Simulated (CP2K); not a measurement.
# Pb in CP2K: the effect of pseudo set

Crystal: Pb.

```
CELL_PARAMETERS angstrom
3.48000 0.00000 0.00000
-1.74000 3.01377 0.00000
0.00000 0.00000 5.59000
ATOMIC_POSITIONS crystal
Pb 0.66667 0.33333 0.75000
Pb 0.33333 0.66667 0.25000
```

This isn't the form of Pb at room conditions, which is fcc.

Alike in all runs:

```yaml
Program: CP2K 2026.2
Task: single point
Functional: PBE
Density_cutoff: 6123 eV
k_mesh: 9 × 9 × 5
Occupations: fermi-dirac, width 0.05 eV
Spin: no spin polarisation
```

```csv
pseudo set,pressure (GPa)
PBE,4.4
PADE,?
BLYP,2.4
SCAN,1.3
PBE0,5.3
```

Q: What does the run with pseudo set PADE give?

A: Pressure -0.8 GPa.

Caveats: the basis of atomic orbitals isn't converged, which shifts pressures, moduli and gaps; the potentials were made for another functional, which shifts forces and pressure (some runs).
